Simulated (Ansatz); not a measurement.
## NbP in Ansatz: the effect of target pressure

NbP:

```
Nb P
1.0
    -1.67492    1.67492    5.74011
     1.67492   -1.67492    5.74011
     1.67492    1.67492   -5.74011
Nb P
2 2
Direct
  0.24988 0.74988 0.50000
  0.49988 0.49988 0.00000
  0.83275 0.33275 0.50000
  0.08275 0.08275 0.00000
```

The cell is a database's computed one.

Alike in all runs:

| Quantity | Value |
| --- | --- |
| Program | Ansatz 0.2.0 |
| Task | relaxation of cell and atoms |
| Functional | PBEsol |
| Potentials or basis | all-electron LAPW, scalar-relativistic |
| Basis error allowed | 0.002 eV/atom |
| k mesh | 11 × 11 × 11 |
| Occupations | fermi-dirac, width 0.05 eV |
| Spin | no spin polarisation |

Each run relaxes the cell or the atoms first.

Task: One run gave: relaxed volume 15.19 Å³/atom. Which target pressure did it use?
A. 20 GPa
B. 0 GPa
C. 30 GPa
D. 10 GPa
E. 5 GPa

Result: E.

```csv
target pressure,relaxed volume (Å³/atom)
0 GPa,15.56
5 GPa,15.19
10 GPa,14.87
20 GPa,14.31
30 GPa,13.83
```
